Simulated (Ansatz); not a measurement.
**NbP**

The computed numbers are results of PBE, scalar-relativistic (no spin polarisation) in the plane-wave PAW code Ansatz at 420 eV, 14×14×14 k-mesh, Gaussian smearing of 0.05 eV; PAW files: Ansatz's generated set soft_2.

```
Nb P
1.0
    -1.67311    1.67311    5.71741
     1.67311   -1.67311    5.71741
     1.67311    1.67311   -5.71741
Nb P
2 2
Direct
  0.50001 0.50001 0.00000
  0.25001 0.75001 0.50000
  0.08262 0.08262 0.00000
  0.83262 0.33262 0.50000
```

The chain of runs began from a structure of the Materials Project database, expanded in volume; all values here are this work's own. Such entries can be computed or ordered models and not known phases.

The run above is the reference. The same cell was run again with other input settings; several of them aren't fit for production, so the rows show the settings' effect and aren't properties of the material.

```tsv
keys changed	outcome	ΔE (meV/atom)	P (GPa)	gap on the mesh (eV)	cell moment (μB)	largest force component (eV/Å)	SCF iterations	rough core-seconds	new warnings
none (reference)	converged	0.0	0.0	metal	–	0.000	–	–	–
hamiltonian.xc: "pbe" → "r2scan"	converged	–	-0.6	metal	–	0.021	7	70	cutoff below recommended
hamiltonian.hubbard: {"sites": [{"species": "Nb", "l": "d", "u_eff": 5.0}], "double_counting": "fll"}; hamiltonian.pseudopotentials: {"kind": "nc", "accuracy": "standard"}; basis.ecutwfc: 420 → "700 eV"	converged	–	2.4	metal	–	0.023	9	130	cutoff below recommended; filled band counts differ across k points
scf.occupations.method: "gaussian" → "tetrahedron"; scf.occupations.width: 0.05 → null	converged	0.0	0.0	metal	–	0.008	6	50	band table not solved further; tetrahedron derivatives may miss energy slope
hamiltonian.hubbard: {"sites": [{"species": "Nb", "l": "d", "u_eff": 4.0}], "double_counting": "fll"}; scf.mixing.algorithm: "broyden"; scf.mixing.beta: 0.2; scf.mixing.ndim: 4	converged	–	1.7	metal	–	0.011	15	80	filled band counts differ across k points
scf.lower_state_search: "off"; accuracy: "medium"	converged	0.0	0.0	metal	–	0.000	6	60	–
scf.convergence.dr2_threshold: 1e-09	converged	0.0	0.0	metal	–	0.000	7	40	stress scf threshold loose
```

ΔE is the energy with the smearing extrapolated to zero. It is left out where the change alters the Hamiltonian or the spin treatment. The varied runs start from atomic densities (corrected by the program's trained start where that serves), with the default search for lower states unless a row changes it.

(1) What happens with these changes: hamiltonian.pseudopotentials: {"kind": "paw", "source": "jth"}; hamiltonian.dispersion: "d3bjatm"?

(2) What happens with these changes: hamiltonian.hubbard: {"sites": [{"species": "Nb", "l": "d", "u_eff": 3.0}], "double_counting": "fll"}; scf.occupations.width: 0.05 → null; scf.occupations.method: "gaussian" → "tetrahedron"?

Answers:

(1) outcome converged, P (GPa) -5.3, gap on the mesh (eV) metal, largest force component (eV/Å) 0.001, SCF iterations 8, rough core-seconds 70, new warnings cutoff below recommended; radial quadrature taken.

(2) outcome converged, P (GPa) 1.2, gap on the mesh (eV) metal, largest force component (eV/Å) 0.002, SCF iterations 8, rough core-seconds 50, new warnings band table not solved further; filled band counts differ across k points; tetrahedron derivatives may miss energy slope.

Other pseudopotential files need their own cutoff; where it is too low, pressure and moments show the cutoff and not the files.

The pair part of a dispersion correction pulls inward (a three-body part mostly pushes out), and in metals and ionic crystals with large ions it often overbinds.

1 further run (cut off, refused for memory, with changed atoms or starts, or in doubt) is left out.
